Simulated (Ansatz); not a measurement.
# HfC (CsCl type): a single-point run

Wanted: a converged single-point run for HfC (CsCl type), and a check of what comes out. The structure is shown as the input types it.

Computed with Ansatz 0.2.0 (DFT PBE, scalar-relativistic, plane waves, PAW, unless a step's input says otherwise).

### Step 1. The starting structure

The structure is cubic, space group Pm-3m (No. 221). Conventional cell: a = 2.901 Å, b = 2.901 Å, c = 2.901 Å, α = 90.00°, β = 90.00°, γ = 90.00°. Hf (site symmetry m-3m) is surrounded by 8 C at 2.51 Å. C (site symmetry m-3m) is surrounded by 8 Hf at 2.51 Å.

Structure file:

```xyz
2
Lattice="2.9009 0.0000 0.0000 0.0000 2.9009 0.0000 0.0000 0.0000 2.9009" Properties=species:S:1:pos:R:3 pbc="T T T"
Hf    0.0000    0.0000    0.0000
C     1.4504    1.4504    1.4504
```

### Step 2. Running it

Contents of input.yaml:

```yaml
crystal:
  lattice:
    - [2.90088893, 0.0, 0.0]
    - [0.0, 2.90088893, 0.0]
    - [0.0, 0.0, 2.90088893]
  atoms:
    - { symbol: Hf, position: [0.0, 0.0, 0.0] }
    - { symbol: C, position: [0.5, 0.5, 0.5] }
basis:
  ecutwfc: 420
  ecutrho_ratio: 4
kpoints:
  mp_grid: { grid: [12, 12, 12] }
hamiltonian:
  xc: pbe
scf:
  occupations: { method: fixed }
  max_iter: 80
output:
  forces: true
  stress: true
```

Launch:

```
> ansatz run input.yaml --threads 2 --pin off --max-ram 2662MiB --backend cpu --events-out ev --progress --plain --runs-dir out
```

**Question.** How will this run end, and is anything wrong with its input?

The run converged and reported no error, with warnings (band overlap at count, metallic iterate, unresolved pair at count). Its log warns: «a fill by count may have filled part of one level: at k-index 0 the highest filled band, 22.368405 eV, and the lowest empty band, 22.368405 eV, stand 7.105e-15 eV apart ...»

Look at the input: scf.occupations.method is fixed; scf.occupations.width is missing. The risk: fixed occupations where they can't hold. It still converged here, which does not make the setting sound.

Run again and compare: set scf.occupations.method to gaussian and scf.occupations.width to 0.05.
